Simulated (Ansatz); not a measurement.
# Levels of theory for O (Cmme)

All numbers come from the PAW code Ansatz. Calculated for a static, non-magnetic cell.

The cell is a 4-atom cell of O (Cmme) from a materials database; cell and atoms were relaxed with r2SCAN+rVV10. The symmetry is Cmme (No. 67, orthorhombic); conventional cell a = 2.988 Å, b = 7.517 Å, c = 4.026 Å, 11.30 Å³ an atom. Around O lie 1 O at 1.20 Å.

```yaml
crystal:
  lattice:
    - [4.04223, 0.00000, -0.05110]
    - [0.00000, 4.02616, 0.00000]
    - [-1.06457, 0.00000, 2.79145]
  atoms:
    - { symbol: O, position: [0.33986, 0.68420, 0.67024] }
    - { symbol: O, position: [0.66014, 0.68420, 0.82976] }
    - { symbol: O, position: [0.66014, 0.31580, 0.32976] }
    - { symbol: O, position: [0.33986, 0.31580, 0.17024] }
```

Gaps on the r2SCAN+rVV10 cell, each the least over its mesh and the special points:
```tsv
level	k mesh	gap (eV)	kind	edges	least direct gap (eV)	rough cost
LDA	8×6×10	0.87	indirect	Z → C₂	0.91	7 core-seconds
PBE	8×6×10	0.91	indirect	Z → C₂	0.94	8 core-seconds
r2SCAN	8×6×10	0.99	indirect	Z → C₂	1.02	17 core-seconds
r2SCANh	6×4×6	1.56	indirect	Z → C₂	1.59	2 core-minutes
HSE06	6×4×6	1.70	indirect	Z → C₂	1.72	90 core-seconds
DDH-PBE0	6×4×6	1.92	indirect	Z → C₂	1.95	2.9 core-minutes
PBE0	6×4×6	2.41	indirect	Z → C₂	2.43	90 core-seconds
LC-ωPBE	6×4×6 alone	6.60	indirect	Z → C₂	6.62	60 core-seconds
G0W0@PBE (334 empty bands, 220 eV, 4×4×6)	4×4×6	2.07	–	Z → C₂ (mesh)	–	23 core-minutes
```
PBE: smearing of 0.02 eV; the others have fixed occupations.
Wave cutoffs: 420 eV, 500 eV (r2SCAN, r2SCANh).
A mesh marked alone had no extra points solved.
The G0W0 gap is PBE's gap over the path plus the quasiparticle shift read on the mesh. No extrapolation in bands, cutoff or mesh was made for G0W0.
Costs come from shared machines and give only the order; PBE's includes the band path. The runs had 2 threads of Arm Neoverse V2 (shared host).

With HSE06 the valence top lies at Z and the conduction bottom at C₂, 1.70 eV higher; the smallest vertical gap, at C₂, is 1.72 eV.

Set against the finite-basis gap of 2.07 eV from G0W0@PBE (334 empty bands, 220 eV, 4×4×6), the closest functional is DDH-PBE0, which differs by -0.15 eV, at about 10 times r2SCAN's cost; G0W0 itself took about 80 times r2SCAN's cost. The others: PBE0 +0.34, HSE06 -0.37, r2SCANh -0.51, r2SCAN -1.08, PBE -1.16, LDA -1.20, LC-ωPBE +4.53 eV. The yardstick's own error is a tenth of an eV or more. r2SCAN covers 11 % of the step from PBE to HSE06, while HSE06 needs about 5 times r2SCAN's cost (on a coarser mesh). Direct and least gap lie within 0.04 eV at some levels, so the kind of gap isn't settled.

r2SCAN (ground state on 6×6×8): ε∞: a tensor with principal values 2.27, 4.14, 11.42. Born charges, averaged over directions: O 0.00 e. PBE (ground state on 6×6×8): ε∞: a tensor with principal values 2.31, 4.32, 10.84. Born charges, averaged over directions: O 0.00 e.

The meshes of the hybrids are coarse, so their gaps aren't converged to the digits shown.
